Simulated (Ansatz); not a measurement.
BeS:

```xyz
2
Lattice="0.0000 2.4250 2.4250 2.4250 0.0000 2.4250 2.4250 2.4250 0.0000" Properties=species:S:1:pos:R:3 pbc="T T T"
S     3.6375    3.6375    3.6375
Be    0.0000    0.0000    0.0000
```

- Program: Ansatz 0.2.0
- Task: relaxation of cell and atoms
- Functional: BLYP
- Potentials or basis: Ansatz PAW
- Cutoff: 420 eV (not typed: the program's choice for these potentials)
- k mesh: 9 × 9 × 9
- Occupations: fermi-dirac, width 0.05 eV
- Spin: no spin polarisation

At the start: volume 14.26 Å³/atom.

Q: Where does the relaxation end?

A: It ends after 5 steps and the volume is 14.97 Å³/atom (+5.0 %); space group F-43m (No. 216, to 0.05 Å).

Step by step:
| step | energy change (eV) | largest force (eV/Å) | volume (Å³) |
| --- | --- | --- | --- |
| 1 | 0.0000 | 0.0000 | 28.52 |
| 2 | -0.0161 | 0.0000 | 29.32 |
| 3 | -0.0196 | 0.0000 | 29.90 |
| 4 | -0.0196 | 0.0000 | 29.94 |
| 5 | -0.0197 | 0.0000 | 29.94 |

Final structure:
```
CELL_PARAMETERS angstrom
0.00000 2.46448 2.46448
2.46448 0.00000 2.46448
2.46448 2.46448 0.00000
ATOMIC_POSITIONS crystal
S 0.75000 0.75000 0.75000
Be 0.00000 0.00000 0.00000
```

Caveat: the plane-wave basis is chosen anew once the cell has moved, so the energies of steps on either side of that aren't comparable; the PAW data sets come from PBE, with cores solved anew for the run's functional, which leaves a small shift of forces and pressure.
